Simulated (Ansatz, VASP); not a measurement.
## Two plane-wave programs on Rb

```
Rb
1.0
     4.83477    0.00000    0.00000
    -2.41739    4.18703    0.00000
     0.00000    0.00000    7.22821
Rb
4
Direct
  0.00000 0.00000 0.00000
  0.00000 0.00000 0.50000
  0.33333 0.66667 0.25000
  0.66667 0.33333 0.75000
```

Alike in both runs: functional PBE; k mesh 7 × 7 × 5; occupations fermi-dirac, width 0.08 eV; no spin polarisation.

Ansatz relaxed the structure, and its values are those at the end. VASP's run is a single point on that final structure, the one shown.

|  | VASP | Ansatz |
| --- | --- | --- |
| version | VASP 6.6.1 | Ansatz 0.2.0 |
| potentials or method | VASP PAW PBE potentials, release 64 (Rb_sv) | PAW with Ansatz's default frozen-core files, scalar-relativistic |
| plane-wave cutoff (eV) | 520 | 420 |
| valence electrons in the cell | 36 | 36 |

Ansatz gave:

| Quantity | Value |
| --- | --- |
| pressure (GPa) | 10.0 |

**Question.** Estimate VASP's values.

**Answer.** Pressure (GPa): 10.1.
